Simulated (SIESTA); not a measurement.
CdS (Hawleyite):

```
CELL_PARAMETERS angstrom
0.00000 2.91650 2.91650
2.91650 0.00000 2.91650
2.91650 2.91650 0.00000
ATOMIC_POSITIONS crystal
Cd 0.00000 0.00000 0.00000
S 0.75000 0.75000 0.75000
```

Base run:

* Program: SIESTA 5.4.2
* Functional: LDA
* Potentials or basis: PseudoDojo 0.4 standard (LDA files)
* Basis: DZP (energy shift 0.003 Ry; two zetas on semicore shells)
* Grid cutoff: 800 Ry
* Energy shift: 0.003 Ry
* k mesh: 8 × 8 × 8
* Occupations: fermi-dirac, width 0.05 eV
* Spin: no spin polarisation

Its results: band gap on the k mesh 1.12 eV, direct; pressure -2.2 GPa.

Problem. The run is repeated on the same cell with these changes: functional from LDA to PBE; potentials or basis from PseudoDojo 0.4 standard (LDA files) to SG15 1.2 (PBE files) or PseudoDojo by element. What comes out?

Solution. Band gap on the k mesh 1.93 eV, direct; pressure 3.4 GPa.

Caveats: the basis of atomic orbitals isn't converged, which shifts pressures, moduli and gaps.

Not every run made on this cell is shown here.
